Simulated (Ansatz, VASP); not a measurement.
## SnSe2 in VASP and in Ansatz

INCAR

```
SYSTEM = SnSe2
PREC = Accurate
ENCUT = 520
EDIFF = 1E-6
ISMEAR = -1
SIGMA = 0.2
LREAL = .False.
LASPH = .True.
NELM = 60
ALGO = Normal
ISIF = 2
LWAVE = .False.
LCHARG = .True.
GGA = PE
LELF = .True.
LVHAR = .True.
NBANDS = 20
```

The input KPOINTS:

```
Automatic mesh
0
Gamma
  6 6 4
  0 0 0
```

Contents of POSCAR:

```
SnSe2
1.0
    3.8251638404      0.0000000000      0.0000000000
   -1.9125819202      3.3126890594      0.0000000000
    0.0000000000      0.0000000000      6.2270561301
Sn Se
1 2
Direct
    0.0000000000      0.0000000000      0.0000000000
    0.3333333333      0.6666666667      0.2530760434
    0.6666666667      0.3333333333      0.7469239566
```

Input for Ansatz:

```yaml
crystal:
  lattice:
    - [3.8251638404, 0.0, 0.0]
    - [-1.9125819202, 3.3126890594, 0.0]
    - [0.0, 0.0, 6.2270561301]
  atoms:
    - { symbol: Sn, position: [0.0, 0.0, 0.0] }
    - { symbol: Se, position: [0.3333333333, 0.6666666667, 0.2530760434] }
    - { symbol: Se, position: [0.6666666667, 0.3333333333, 0.7469239566] }
kpoints:
  mp_grid: { grid: [6, 6, 4] }
hamiltonian:
  xc: pbe
scf:
  occupations: { method: fermi_dirac, width: 0.2 }
  n_extra_bands: 4
output:
  forces: true
  stress: true
  eigenvalues: true
```

Alike in both runs: task single point; functional PBE; k mesh 6 × 6 × 4; occupations fermi-dirac, width 0.2 eV; no spin polarisation.

|  | VASP | Ansatz |
| --- | --- | --- |
| version | VASP 6.6.1 | Ansatz 0.2.0 |
| potentials or method | VASP PAW PBE potentials, release 64 (Sn_d, Se) | plane waves |
| plane-wave cutoff (eV) | 520 | 420 |
| valence electrons in the cell | 26 | 46 |

```csv
,VASP,Ansatz,Ansatz less VASP
pressure (GPa),3.2,3.1,-0.07
largest component of the traceless stress (GPa),0.08,0.07,-0.007
rms of the force components (eV/Å),0.147,0.141,-0.0067
```

Atom by atom the forces differ by 0.007 eV/Å (rms over components). The two sets of potentials don't hold the same shells in valence.

Caveats: spin-orbit coupling is left out, which moves the levels of the heavy elements; this functional lacks dispersion, which binds the layers, so the pressure and a relaxed spacing across them are unreliable. A k mesh can miss the band edges.
